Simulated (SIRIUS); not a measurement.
**KBr under changes of volume**

One of the cells (33.716 Å³/atom); the others are scaled copies at fixed shape and fractional positions:

```
Br K
1.0
     4.07028    0.00000    0.00000
     0.00000    4.07028    0.00000
     0.00000    0.00000    4.07028
Br K
1 1
Direct
  0.50000 0.50000 0.50000
  0.00000 0.00000 0.00000
```

Measurements of this composition are mostly on another form, of space group No. 225.

```yaml
Program: SIRIUS 7.10.0
Functional: PBE
Potentials_or_basis: PseudoDojo 0.4.1 PBE standard (scalar relativistic)
Cutoff: 1030 eV
Density_cutoff: 4119 eV
k_mesh: 7 × 7 × 7
Occupations: fermi-dirac, width 0.05 eV
Spin: no spin polarisation
```

```csv
volume (Å³/atom),energy over the lowest point (meV/atom),pressure (GPa),gap on the mesh (eV)
31.072,?,?,?
31.733,1.83,0.6,4.02
32.394,0.00,0.3,3.95
33.716,0.46,-0.4,3.83
34.378,2.46,-0.6,3.77
35.039,5.47,-0.8,3.72
```

What does the run at 31.072 Å³/atom give?

Energy over the lowest point 5.26 meV/atom; pressure 1.0 GPa; gap on the mesh 4.09 eV.

Worked out: A Birch-Murnaghan fit of order 3 (a polynomial in V^(-2/3)) to the other rows has its minimum at 32.92 Å³/atom with B0 = V·E''(V) = 15.7 GPa and B' = 4.7. It gives 5.26 meV/atom at 31.072 Å³/atom, against the run's 5.26, and -dE/dV = 1.0 GPa, against 1.0. A straight line through the other rows of the gap, of slope -3.03 eV per unit of ln V, extrapolates to 4.08 eV, against the run's 4.09.

Energies are extrapolated to zero smearing.

Caveats: an odd mesh through Γ misses points on the zone boundary, where band edges often lie. Spin-orbit coupling on Br is left out.
